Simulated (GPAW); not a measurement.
# Sb (Pm-3m) in GPAW: settings compared

One crystal, Sb, is run at these levels: revTPSS, M06-L; tasks: band structure, equation of state.

Everything below comes from runs of GPAW 26.7.0. Logs are shortened: lines on timing, memory, paths and dates and some standing lists are left out, and cuts for length are marked. The log counts tension as positive stress, the text compression.

## Step 1: The structure

The structure is cubic, space group Pm-3m (No. 221). The conventional cell has a = 3.160 Å, b = 3.160 Å, c = 3.160 Å, α = 90.00°, β = 90.00°, γ = 90.00°. Sb (site symmetry m-3m) is surrounded by 6 Sb at 3.16 Å.

This isn't the form of Sb at room conditions, which is rhombohedral.

## Step 2: Band structure, revTPSS, spin-orbit coupling, no magnetisation

run.py reads:

```python
import numpy as np
from ase.dft.bandgap import bandgap
from ase.io import write
from ase.spacegroup import crystal
from ase.units import GPa
from gpaw import GPAW, PW
from gpaw.spinorbit import soc_eigenstates

# Sb 1a
atoms = crystal(['Sb'],
                basis=[[0.0, 0.0, 0.0]],
                spacegroup=221, setting=1,  # Pm-3m
                cellpar=[3.16, 3.16, 3.16, 90.0, 90.0, 90.0],
                primitive_cell=True)

calc = GPAW(mode=PW(600),
            xc='MGGA_X_REVTPSS+MGGA_C_REVTPSS',
            kpts={'size': (8, 8, 8), 'gamma': True},
            occupations={'name': 'fermi-dirac', 'width': 0.05},
            nbands=15,
            convergence={'density': 1e-05, 'energy': 1e-05},
            eigensolver='davidson',
            maxiter=150,
            txt='gpaw.txt')
atoms.calc = calc
energy = atoms.get_potential_energy()
forces = atoms.get_forces()
stress = atoms.get_stress()
calc.write('gs.gpw')
write('result.traj', atoms)
print(f'Energy: {energy:.6f} eV')
print('Forces (eV/A):')
print(forces.round(4))
print('Stress (GPa):', (stress / GPa).round(3))
print('Fermi level:', round(calc.get_fermi_level(), 4), 'eV')
print(f'Gap: {bandgap(calc)[0]:.4f} eV, direct: {bandgap(calc, direct=True)[0]:.4f} eV')

path = atoms.cell.bandpath('GXMGRX,MR', npoints=80, eps=1e-4)
bs_calc = calc.fixed_density(kpts=path, symmetry='off', nbands=25,
                             convergence={'bands': 'CBM+6.0', 'eigenstates': 1e-6}, txt='bands.txt')
bs = bs_calc.band_structure()
bs.write('bs.json')
print(f'Gap on the path: {bandgap(bs_calc)[0]:.4f} eV')

soc = soc_eigenstates(bs_calc, theta=90, phi=0, ignore_xc_potential=True)
np.savetxt('soc_bands.dat', soc.eigenvalues(), fmt='%.4f')
mesh = soc_eigenstates('gs.gpw', theta=90, phi=0, ignore_xc_potential=True)
np.savetxt('soc_mesh.dat', mesh.eigenvalues(), fmt='%.4f')
print('Fermi level with spin-orbit coupling:', round(mesh.fermi_level, 4), 'eV')
```

Potentials or basis: GPAW PAW data sets (gpaw-data 1.2.1), pw.

On the command line:

```console
$ OMP_NUM_THREADS=1 python run.py
```

gpaw.txt:

```text
__  _  _
 | _ |_)|_||  |
 |__||  | ||/\| - 26.7.0

Input parameters:
  mode=PW(ecut=600.0),
  convergence={'density': 1e-05, 'energy': 1e-05},
  eigensolver=Davidson(niter=2),
  kpts=MonkhorstPack(size=(8, 8, 8), gamma=True),
  maxiter=150,
  nbands=15,
  occupations=Occupations(name='fermi-dirac', width=0.05),
  xc=XC(name='MGGA_X_REVTPSS+MGGA_C_REVTPSS')

Diagonalizing LCAO Hamiltonian
Converting LCAO to pw mode
   .-------.
  /|       |
 * |       |
 | |       |
 | .-------.
 |/       /
 Sb------*

Atoms  # Å, Bohr magnetons
|   | symbol |        x |        y |        z |    initial magnetic moments |
|---|--------|----------|----------|----------|-----------------------------|
| 0 |     Sb | 0.000000 | 0.000000 | 0.000000 | ( 0.0000,  0.0000,  0.0000) |

Unit cell  # Å
| periodic |        x |        y |        z |  lengths |    angles |
|----------|----------|----------|----------|----------|-----------|
|      yes | 3.160000 | 0.000000 | 0.000000 | 3.160000 | 90.000000 |
|      yes | 0.000000 | 3.160000 | 0.000000 | 3.160000 | 90.000000 |
|      yes | 0.000000 | 0.000000 | 3.160000 | 3.160000 | 90.000000 |

Number of symmetries: 48
Symmetry operations  # r_c * U_cc + t_c -> r_c
|    | kind |            matrix            |
|----|------|------------------------------|
|  0 |  E   |  1, 0, 0,  0, 1, 0,  0, 0, 1 |
|  1 |  σ   |  1, 0, 0,  0, 1, 0,  0, 0,-1 |
|  2 |  σ   |  1, 0, 0,  0, 0, 1,  0, 1, 0 |
|  3 |  C4  |  1, 0, 0,  0, 0, 1,  0,-1, 0 |
|  4 |  C4  |  1, 0, 0,  0, 0,-1,  0, 1, 0 |
|  5 |  σ   |  1, 0, 0,  0, 0,-1,  0,-1, 0 |
|  6 |  σ   |  1, 0, 0,  0,-1, 0,  0, 0, 1 |
|  7 |  C2  |  1, 0, 0,  0,-1, 0,  0, 0,-1 |
|  8 |  σ   |  0, 1, 0,  1, 0, 0,  0, 0, 1 |
|  9 |  C2  |  0, 1, 0,  1, 0, 0,  0, 0,-1 |
| 10 |  C3  |  0, 1, 0,  0, 0, 1,  1, 0, 0 |
| 11 |  S6  |  0, 1, 0,  0, 0, 1, -1, 0, 0 |
| 12 |  S6  |  0, 1, 0,  0, 0,-1,  1, 0, 0 |
| 13 |  C3  |  0, 1, 0,  0, 0,-1, -1, 0, 0 |
| 14 |  C4  |  0, 1, 0, -1, 0, 0,  0, 0, 1 |
| 15 |  S4  |  0, 1, 0, -1, 0, 0,  0, 0,-1 |
| 16 |  C3  |  0, 0, 1,  1, 0, 0,  0, 1, 0 |
| 17 |  S6  |  0, 0, 1,  1, 0, 0,  0,-1, 0 |
| 18 |  σ   |  0, 0, 1,  0, 1, 0,  1, 0, 0 |
| 19 |  C4  |  0, 0, 1,  0, 1, 0, -1, 0, 0 |
| 20 |  C2  |  0, 0, 1,  0,-1, 0,  1, 0, 0 |
| 21 |  S4  |  0, 0, 1,  0,-1, 0, -1, 0, 0 |
| 22 |  S6  |  0, 0, 1, -1, 0, 0,  0, 1, 0 |
| 23 |  C3  |  0, 0, 1, -1, 0, 0,  0,-1, 0 |
| 24 |  S6  |  0, 0,-1,  1, 0, 0,  0, 1, 0 |
| 25 |  C3  |  0, 0,-1,  1, 0, 0,  0,-1, 0 |
| 26 |  C4  |  0, 0,-1,  0, 1, 0,  1, 0, 0 |
| 27 |  σ   |  0, 0,-1,  0, 1, 0, -1, 0, 0 |
| 28 |  S4  |  0, 0,-1,  0,-1, 0,  1, 0, 0 |
| 29 |  C2  |  0, 0,-1,  0,-1, 0, -1, 0, 0 |
| 30 |  C3  |  0, 0,-1, -1, 0, 0,  0, 1, 0 |
| 31 |  S6  |  0, 0,-1, -1, 0, 0,  0,-1, 0 |
| 32 |  C4  |  0,-1, 0,  1, 0, 0,  0, 0, 1 |
| 33 |  S4  |  0,-1, 0,  1, 0, 0,  0, 0,-1 |
| 34 |  S6  |  0,-1, 0,  0, 0, 1,  1, 0, 0 |
| 35 |  C3  |  0,-1, 0,  0, 0, 1, -1, 0, 0 |
| 36 |  C3  |  0,-1, 0,  0, 0,-1,  1, 0, 0 |
| 37 |  S6  |  0,-1, 0,  0, 0,-1, -1, 0, 0 |
| 38 |  σ   |  0,-1, 0, -1, 0, 0,  0, 0, 1 |
| 39 |  C2  |  0,-1, 0, -1, 0, 0,  0, 0,-1 |
| 40 |  σ   | -1, 0, 0,  0, 1, 0,  0, 0, 1 |
| 41 |  C2  | -1, 0, 0,  0, 1, 0,  0, 0,-1 |
| 42 |  C2  | -1, 0, 0,  0, 0, 1,  0, 1, 0 |
| 43 |  S4  | -1, 0, 0,  0, 0, 1,  0,-1, 0 |
| 44 |  S4  | -1, 0, 0,  0, 0,-1,  0, 1, 0 |
| 45 |  C2  | -1, 0, 0,  0, 0,-1,  0,-1, 0 |
| 46 |  C2  | -1, 0, 0,  0,-1, 0,  0, 0, 1 |
| 47 |  i   | -1, 0, 0,  0,-1, 0,  0, 0,-1 |

BZ-sampling:
  Number of BZ points: 512
  Number of IBZ points: 35

  Monkhorst-Pack size: [8, 8, 8]
  Monkhorst-Pack shift: [0.0625, 0.0625, 0.0625]

K-points  # in reciprocal-cell coordinates
|     |                                coordinates |     weight |
|-----|--------------------------------------------|------------|
|   0 | (  0.00000000,   0.00000000,   0.00000000) | 0.00195312 |
|   1 | (  0.12500000,   0.00000000,   0.00000000) | 0.01171875 |
|   2 | (  0.12500000,   0.12500000,   0.00000000) | 0.02343750 |
|   3 | (  0.12500000,   0.12500000,   0.12500000) | 0.01562500 |
|   4 | (  0.25000000,   0.00000000,   0.00000000) | 0.01171875 |
|   5 | (  0.25000000,   0.12500000,   0.00000000) | 0.04687500 |
|   6 | (  0.25000000,   0.12500000,   0.12500000) | 0.04687500 |
|   7 | (  0.25000000,   0.25000000,   0.00000000) | 0.02343750 |
|   8 | (  0.25000000,   0.25000000,   0.12500000) | 0.04687500 |
|   9 | (  0.25000000,   0.25000000,   0.25000000) | 0.01562500 |
| ... |                                            |            |
|  34 | (  0.50000000,   0.50000000,   0.50000000) | 0.00195312 |

Plane wave coefficients: 1074
Cutoff: 600.0 eV

Spin-components: 1 (collinear spins)
Bands:           15
Projectors:      6
Spin-degeneracy: 2
Datatype:        complex128

Parallelization:
  kpt:    1
  domain: 1
  band:   1

Density:
  Valence electrons: 15.0
  Components: 1
  Grid points: [18 18 18]
  Charge: 0.0  # |e|

Potential:
  Grid points: [18 18 18]

species:
  Sb:
    name:    Antimony
    Z:       51.0
    valence: 15
    core:    36
    charge:  0.0  # [|e|]
    compensation charges:
      type: gauss
      rc: 0.36  # [Å]
      lmax: 2
    cutoffs:
      filter: 2.23  # [Å]
      core: 2.23  # [Å]
    projectors
    | kind |    occ | energy [eV] | rcut [Å] |
    |------|--------|-------------|----------|
    |   5s |  2.000 |     -12.815 |    1.154 |
    |   5p |  3.000 |      -4.830 |    1.233 |
    |   4d | 10.000 |     -33.514 |    1.196 |
    |    s |        |      14.396 |    1.154 |
    |    p |        |      22.381 |    1.233 |
    |    d |        |      -6.303 |    1.196 |

    Using partial waves for Sb as LCAO basis

Reference energy: -176281.558248  # eV

eigensolver:
  Davidson
  Converge bands: occupied
  niter=2

density mixing:
  MSR1-Mixer
  Pratt-step length: 0.05
  Maximum mixing coefficient: 0.75
  Old densities: 10
  SVD Regularization: 0.005
  Good broyden scale: 1.0
  Trust region scale: 1.0
  Backstep threshold: 4.0
  History deletion threshold: 6.0
  Fourier metric: weight=20.0, sigma=0.015

occupation numbers:
  Fermi-Dirac:
    width: 0.0500  # eV

poisson solver:
  ecut: 4800.0  # eV

xc functional:
  name: MGGA_X_REVTPSS+MGGA_C_REVTPSS with 2 nearest neighbor stencil

convergence criteria:
- Maximum integral of absolute [dens]ity change: 1e-05 electrons / valence electron
- Maximum [total energy] change in last 3 cyles: 1e-05 eV / valence electron
- Maximum integral of absolute [eigenst]ate change: 4e-08 eV^2 / valence electron
maximum number of iterations: 150

SCF iterations
|iter     | |      energy | eigst |  dens |
|---------|-|-------------|-------|-------|
|iter:   1| |   56.746102 | +2.56 |       |
|iter:   2| |   18.758193 | +0.31 | -0.94 |
|iter:   3| |   18.049104 | -0.73 | -1.87 |
|iter:   4| |   18.063793 | -2.14 | -1.80 |
|iter:   5| |   18.062116 | -3.24 | -2.33 |
|iter:   6| |   18.060128 | -3.25 | -2.40 |
|iter:   7| |   18.062866 | -3.60 | -2.38 |
|iter:   8| |   18.062837 | -4.90 | -2.93 |
|iter:   9| |   18.062865c| -6.48 | -2.98 |
|iter:  10| |   18.062862c| -7.28 | -3.01 |
|iter:  11| |   18.062860c| -8.14c| -3.07 |
|iter:  12| |   18.062879c| -5.86 | -3.11 |
|iter:  13| |   18.062877c| -6.39 | -3.51 |
|iter:  14| |   18.062876c| -7.15 | -4.25 |
|iter:  15| |   18.062876c| -7.87c| -4.87 |
|iter:  16| |   18.062876c| -8.73c| -5.50c|

Converged in 16 steps
Energy contributions relative to reference atoms: (reference = -176281.558248)

Energy contributions:
  Kinetic:          -7.466377
  Coulomb:           5.811368
  Zero:              0.288616
  External:          0.000000
  Xc:               19.432905
  Entropy:          -0.007273
  Spinorbit:         0.000000
  ----------------------------
  Free energy:      18.059240
  Extrapolated:     18.062876

dipole moment: (-11.409622, -11.409622, -11.409622)  # |e|*Ang

Fermi level: 5.995
Eigenvalues  # (at kpt = [0.000, 0.000, 0.000])
| band index |      eig [eV] | occ [0-2] |
|------------|---------------|-----------|
|          0 |       -23.205 |     2.000 |
|          1 |       -23.205 |     2.000 |
|          2 |       -23.062 |     2.000 |
|          3 |       -23.062 |     2.000 |
|          4 |       -23.062 |     2.000 |
|          5 |        -6.010 |     2.000 |
|          6 |         9.176 |     0.000 |
|          7 |         9.176 |     0.000 |
|          8 |         9.176 |     0.000 |
|          9 |        13.181 |     0.000 |
|         10 |        13.181 |     0.000 |
|         11 |        13.807 |     0.000 |
|         12 |        25.537 |     0.000 |
|         13 |        25.995 |     0.000 |
|         14 |        26.592 |     0.000 |

No gap
No difference between direct/indirect transitions

Forces  # eV/Ang
|        x |        y |        z |
|----------|----------|----------|
| -0.00000 | -0.00000 | -0.00000 |  # Sb   0

Stress tensor  # eV/Ang^3
|        x |        y |        z |
|----------|----------|----------|
| 0.028115 | 0.000000 | 0.000000 |
| 0.000000 | 0.028115 | 0.000000 |
| 0.000000 | 0.000000 | 0.028115 |

# Writing to gs.gpw (mode='')
```

Run time: 78 s. Hardware: 1 thread of Arm Neoverse V2, shared host; peak memory 0.31 GiB.

Results:

```
Free energy             : 18.0592 eV
Pressure                : -4.5 GPa
Band gap along the path : none (metal or under the smearing width)
```

Levels at the corners of the path, in eV from the Fermi level:
| point | band 12 | band 13 | band 14 | band 15 | band 16 | band 17 | band 18 | band 19 | band 20 | band 21 |
| --- | --- | --- | --- | --- | --- | --- | --- | --- | --- | --- |
| Γ | -12.00 | 2.52 | 2.52 | 3.51 | 3.51 | 3.51 | 3.51 | 7.19 | 7.19 | 7.19 |
| X | -9.71 | -5.26 | -5.26 | 4.64 | 4.64 | 5.47 | 5.47 | 9.49 | 9.49 | 10.35 |
| M | -7.33 | -3.51 | -3.51 | -3.06 | -3.06 | 2.26 | 2.26 | 6.93 | 6.93 | 13.22 |
| Γ | -12.00 | 2.52 | 2.52 | 3.51 | 3.51 | 3.51 | 3.51 | 7.19 | 7.19 | 7.19 |
| R | -4.70 | -1.99 | -1.98 | -1.18 | -1.18 | -1.18 | -1.18 | 4.96 | 4.96 | 4.96 |
| X | -9.71 | -5.26 | -5.26 | 4.64 | 4.64 | 5.47 | 5.47 | 9.49 | 9.49 | 10.35 |
| M | -7.33 | -3.51 | -3.51 | -3.06 | -3.06 | 2.26 | 2.26 | 6.93 | 6.93 | 13.22 |
| R | -4.70 | -1.99 | -1.98 | -1.18 | -1.18 | -1.18 | -1.18 | 4.96 | 4.96 | 4.96 |

Caveat: spin-orbit coupling was added after a scalar SCF, so levels and gaps hold it while energy, forces, pressure and moments don't; this program's spin-orbit splittings come out too wide for heavy elements; the PAW data sets were made with another functional, which shifts forces and pressure a little.

## Step 3: Equation of state, revTPSS

run.py reads:

```python
from ase.eos import EquationOfState
from ase.io import Trajectory
from ase.spacegroup import crystal
from ase.units import GPa
from gpaw import GPAW, PW

# Sb 1a
atoms = crystal(['Sb'],
                basis=[[0.0, 0.0, 0.0]],
                spacegroup=221, setting=1,  # Pm-3m
                cellpar=[3.16, 3.16, 3.16, 90.0, 90.0, 90.0],
                primitive_cell=True)

traj = Trajectory('eos.traj', 'w')
volumes, energies = [], []
for x in [0.94, 0.96, 0.98, 1.0, 1.02, 1.04, 1.06]:
    a = atoms.copy()
    a.set_cell(atoms.cell * x**(1 / 3), scale_atoms=True)
    calc = GPAW(mode=PW(600),
                xc='MGGA_X_REVTPSS+MGGA_C_REVTPSS',
                kpts={'size': (8, 8, 8), 'gamma': True},
                occupations={'name': 'fermi-dirac', 'width': 0.05},
                nbands=15,
                convergence={'density': 1e-05, 'energy': 1e-05},
                eigensolver='davidson',
                maxiter=150,
                txt=f'eos-{x:.2f}.txt')
    a.calc = calc
    energies.append(a.get_potential_energy(force_consistent=True))
    volumes.append(a.get_volume())
    p = -a.get_stress()[:3].mean() / GPa
    calc.write(f'eos-{x:.2f}.gpw')
    traj.write(a)
    print(f'{x:.2f} {volumes[-1]:10.4f} A^3 {energies[-1]:14.6f} eV {p:9.3f} GPa', flush=True)

v0, e0, B = EquationOfState(volumes, energies, eos='birchmurnaghan').fit()
print(f'V0 = {v0:.4f} A^3, E0 = {e0:.6f} eV, B0 = {B / GPa:.2f} GPa')
```

Potentials or basis: GPAW PAW data sets (gpaw-data 1.2.1), pw.

On the command line:

```console
$ OMP_NUM_THREADS=1 python run.py
```

It took 3.4 min on 1 thread of Arm Neoverse V2, shared host; peak memory 0.64 GiB.

The run converged. Its results:

```
Equilibrium volume : 28.91 Å³/atom (rough: see the caveat)
Bulk modulus       : 63 GPa (rough)
```

Energy against volume, from the lowest point:
```
volume (Å³/atom)  energy (meV/atom)
          29.661               0.00
          30.292               8.29
          30.923              20.68
          31.554              36.69
          32.186              55.89
          32.817              78.18
          33.448             102.64
```

Caveat: the minimum lies outside the volumes run; the PAW data sets were made with another functional, which shifts forces and pressure a little.

## Step 4: Band structure, M06-L, spin-orbit coupling, no magnetisation

run.py reads:

```python
import numpy as np
from ase.dft.bandgap import bandgap
from ase.io import read, write
from ase.units import GPa
from gpaw import GPAW, PW
from gpaw.spinorbit import soc_eigenstates

atoms = read('Sb.xyz')

calc = GPAW(mode=PW(600),
            xc='M06-L',
            kpts={'size': (8, 8, 8), 'gamma': True},
            occupations={'name': 'fermi-dirac', 'width': 0.05},
            nbands=15,
            convergence={'density': 1e-05, 'energy': 1e-05},
            maxiter=150,
            txt='gpaw.txt')
atoms.calc = calc
energy = atoms.get_potential_energy()
forces = atoms.get_forces()
stress = atoms.get_stress()
calc.write('gs.gpw')
write('result.traj', atoms)
print(f'Energy: {energy:.6f} eV')
print('Forces (eV/A):')
print(forces.round(4))
print('Stress (GPa):', (stress / GPa).round(3))
print('Fermi level:', round(calc.get_fermi_level(), 4), 'eV')
print(f'Gap: {bandgap(calc)[0]:.4f} eV, direct: {bandgap(calc, direct=True)[0]:.4f} eV')

path = atoms.cell.bandpath('GXMGRX,MR', npoints=80, eps=1e-4)
bs_calc = calc.fixed_density(kpts=path, symmetry='off', nbands=25,
                             convergence={'bands': 'CBM+6.0', 'eigenstates': 1e-6}, txt='bands.txt')
bs = bs_calc.band_structure()
bs.write('bs.json')
print(f'Gap on the path: {bandgap(bs_calc)[0]:.4f} eV')

soc = soc_eigenstates(bs_calc, theta=0, phi=0, ignore_xc_potential=True)
np.savetxt('soc_bands.dat', soc.eigenvalues(), fmt='%.4f')
mesh = soc_eigenstates('gs.gpw', theta=0, phi=0, ignore_xc_potential=True)
np.savetxt('soc_mesh.dat', mesh.eigenvalues(), fmt='%.4f')
print('Fermi level with spin-orbit coupling:', round(mesh.fermi_level, 4), 'eV')
```

Sb.xyz reads:

```xyz
1
Lattice="3.1600000000 0.0000000000 0.0000000000 0.0000000000 3.1600000000 0.0000000000 0.0000000000 0.0000000000 3.1600000000" Properties=species:S:1:pos:R:3 pbc="T T T"
Sb     0.0000000000      0.0000000000      0.0000000000
```

On the command line:

```console
$ OMP_NUM_THREADS=1 python run.py
```

Run time: 92 s. Hardware: 1 thread of Arm Neoverse V2, shared host; peak memory 0.31 GiB.

It converged, with:

* Free energy: -14.3639 eV
* Pressure: -0.1 GPa
* Band gap along the path: none (metal or under the smearing width)

Levels at the corners of the path, in eV from the Fermi level:
```
point  band 13  band 14  band 15  band 16  band 17  band 18  band 19  band 20
    Γ     2.53     2.53     3.52     3.52     3.52     3.52     7.23     7.23
    X    -5.33    -5.33     4.68     4.68     5.52     5.52     9.50     9.50
    M    -3.55    -3.55    -3.09    -3.09     2.07     2.07     7.02     7.02
    Γ     2.53     2.53     3.52     3.52     3.52     3.52     7.23     7.23
    R    -2.04    -2.04    -1.23    -1.23    -1.23    -1.23     5.17     5.17
    X    -5.33    -5.33     4.68     4.68     5.52     5.52     9.50     9.50
    M    -3.55    -3.55    -3.09    -3.09     2.07     2.07     7.02     7.02
    R    -2.04    -2.04    -1.23    -1.23    -1.23    -1.23     5.17     5.17
```

Caveat: spin-orbit coupling was added after a scalar SCF, so levels and gaps hold it while energy, forces, pressure and moments don't; this program's spin-orbit splittings come out too wide for heavy elements; the PAW data sets were made with another functional, which shifts forces and pressure a little.

## Step 5: Summary

| task | level | spin | eigensolver | band path | band points | spin axis theta (degrees) | spin axis phi (degrees) | pressure (GPa) |
| --- | --- | --- | --- | --- | --- | --- | --- | --- |
| band structure | revTPSS | SOC, no magnetisation | davidson | GXMGRX,MR | 80 | 90 | 0 | -4.5 |
| equation of state | revTPSS | off | davidson | - | - | - | - | - |
| band structure | M06-L | SOC, no magnetisation | - | GXMGRX,MR | 80 | 0 | 0 | -0.1 |

Alike in all rows: potentials or basis GPAW PAW data sets (gpaw-data 1.2.1), pw; cell as given; k mesh 8 × 8 × 8; cutoff (eV) 600; smearing fermi-dirac 0.05 eV.

Caveats: the PAW data sets were made with another functional, which shifts forces and pressure a little; spin-orbit coupling was added after a scalar SCF, so levels and gaps hold it while energy, forces, pressure and moments don't (some runs); this program's spin-orbit splittings come out too wide for heavy elements (some runs); the minimum lies outside the volumes run (some runs).

Total energies depend on the potentials used, so only differences within one code and one set of settings carry meaning.
